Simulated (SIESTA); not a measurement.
BeS under changes of volume

One of the cells (14.261 Å³/atom); the others are scaled copies at fixed shape and fractional positions:

```
S Be
1.0
     0.00000    2.42500    2.42500
     2.42500    0.00000    2.42500
     2.42500    2.42500    0.00000
S Be
1 1
Direct
  0.75000 0.75000 0.75000
  0.00000 0.00000 0.00000
```

```yaml
Program: SIESTA 5.4.2
Functional: LDA
Potentials_or_basis: PseudoDojo 0.4 standard (LDA files)
Basis: DZP (energy shift 0.003 Ry; two zetas on semicore shells)
Grid_cutoff: 800 Ry
Energy_shift: 0.003 Ry
k_mesh: 9 × 9 × 9
Occupations: fermi-dirac, width 0.05 eV
Spin: no spin polarisation
```

| volume (Å³/atom) | energy over the lowest point (meV/atom) | pressure (GPa) | gap on the mesh (eV) |
| --- | --- | --- | --- |
| 13.405 | 2.50 | 2.6 | 2.89 |
| 13.690 | 0.00 | 0.3 | 2.94 |
| 13.975 | ? | ? | ? |
| 14.261 | 6.52 | -3.8 | 3.02 |
| 14.546 | 14.82 | -5.5 | 3.05 |
| 14.831 | 26.07 | -7.1 | 3.09 |
| 15.116 | 39.95 | -8.5 | 3.12 |

Problem. What does the run at 13.975 Å³/atom give?

Solution. Energy over the lowest point 1.47 meV/atom; pressure -1.9 GPa; gap on the mesh 2.98 eV.

Worked out: A Birch-Murnaghan fit of order 3 (a polynomial in V^(-2/3)) to the other rows has its minimum at 13.72 Å³/atom with B0 = V·E''(V) = 106 GPa and B' = 3.8. It gives 1.45 meV/atom at 13.975 Å³/atom, against the run's 1.47, and -dE/dV = -1.9 GPa, against -1.9. A straight line through the other rows of the gap, of slope 1.9 eV per unit of ln V, gives 2.98 eV, against the run's 2.98.

Energies are extrapolated to zero smearing.

Caveats: short orbitals over semicore shells can move pressures by several GPa; an odd mesh through Γ misses points on the zone boundary, where band edges often lie; the basis of atomic orbitals isn't converged, which shifts pressures, moduli and gaps.
